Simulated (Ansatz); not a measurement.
The system is WS2, a slab with vacuum.

```
W S
1.0
     3.18295    0.00000    0.00000
    -1.59148    2.75652    0.00000
     0.00000    0.00000   28.53222
W S
3 6
Direct
  0.66667 0.33333 0.43436
  0.66667 0.33333 0.88553
  0.00000 0.00000 0.65929
  0.66667 0.33333 0.60463
  0.00000 0.00000 0.37971
  0.00000 0.00000 0.83085
  0.66667 0.33333 0.71395
  0.00000 0.00000 0.48903
  0.00000 0.00000 0.94019
```

| Item | Value |
| --- | --- |
| Program | Ansatz 0.2.0 |
| Task | single point |
| Functional | PBE |
| Potentials or basis | all-electron LAPW, scalar-relativistic |
| Cutoff | 283 eV (chosen from the basis error) |
| Basis error allowed | 0.001 eV/atom |
| k mesh | 10 × 10 × 1 |
| Occupations | fermi-dirac, width 0.05 eV |
| Spin | no spin polarisation |

On this cell: largest force 0.269 eV/Å; band gap on the k mesh 1.47 eV, indirect (least direct gap 2.11 eV).

The same run follows on a disturbed copy (atoms moved at random, drawn with an rms of 0.05 Å):

```xyz
9
Lattice="3.1830 0.0000 0.0000 -1.5915 2.7565 0.0000 0.0000 0.0000 28.5322" Properties=species:S:1:pos:R:3 pbc="T T T"
W     1.6182    0.9212   12.3509
W     1.5979    0.9133   25.2296
W     0.0411    0.0053   18.7842
S     1.5468    0.8934   17.2961
S     0.0331    0.0028   10.8151
S     0.0080    0.0410   23.6793
S     1.5991    0.9084   20.3692
S    -0.0342    0.0570   13.9243
S     0.0683   -0.0151   26.8033
```

Problem. What does the disturbed cell give?

Solution. The energy moves by +21.8 meV/atom; largest force 2.344 eV/Å; band gap on the k mesh 1.36 eV, indirect (least direct gap 1.98 eV).

Forces on the atoms (eV/Å):
```
W   -0.593  0.577  0.520
W    0.637  0.411  0.379
W   -1.442 -0.580  1.755
S    1.097  0.432 -1.690
S   -0.059 -0.024 -0.685
S   -0.030 -0.467 -0.385
S    0.343  0.153 -0.075
S    0.652 -0.555  0.104
S   -0.605  0.055  0.076
```

Stress tensor (GPa, compression positive):
```
 1.88  0.39 -0.56
 0.39  1.19 -0.27
-0.56 -0.27  3.31
```

Caveats: spin-orbit coupling is left out, which moves the levels of the heavy elements.

A k mesh can miss the band edges.
